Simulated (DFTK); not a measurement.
HfC:

```
CELL_PARAMETERS angstrom
0.00000 2.32500 2.32500
2.32500 0.00000 2.32500
2.32500 2.32500 0.00000
ATOMIC_POSITIONS crystal
Hf 0.50000 0.50000 0.50000
C 0.00000 0.00000 0.00000
```

Base run:

```yaml
Program: DFTK 0.8.2
Functional: RPBE
Potentials_or_basis: SG15 1.2 (PBE)
Cutoff: 1225 eV
k_mesh: 8 × 8 × 8
Occupations: fermi-dirac, width 0.05 eV
Spin: no spin polarisation
```

Its results: band gap on the k mesh none (metal or under the smearing width); pressure 6.8 GPa.

**Question.** After a change of settings the same cell gave: band gap on the k mesh none (metal or under the smearing width); pressure -15.0 GPa. Which change was it?
A. functional from RPBE to SCAN
B. functional from RPBE to LDA
C. functional from RPBE to TASK
D. functional from RPBE to PBE

**Answer.** B.

LDA binds more tightly than RPBE, so the same cell stands under less pressure.

Caveats: the potentials were made for another functional, which shifts forces and pressure; spin-orbit coupling is left out, which moves the levels of the heavy elements.
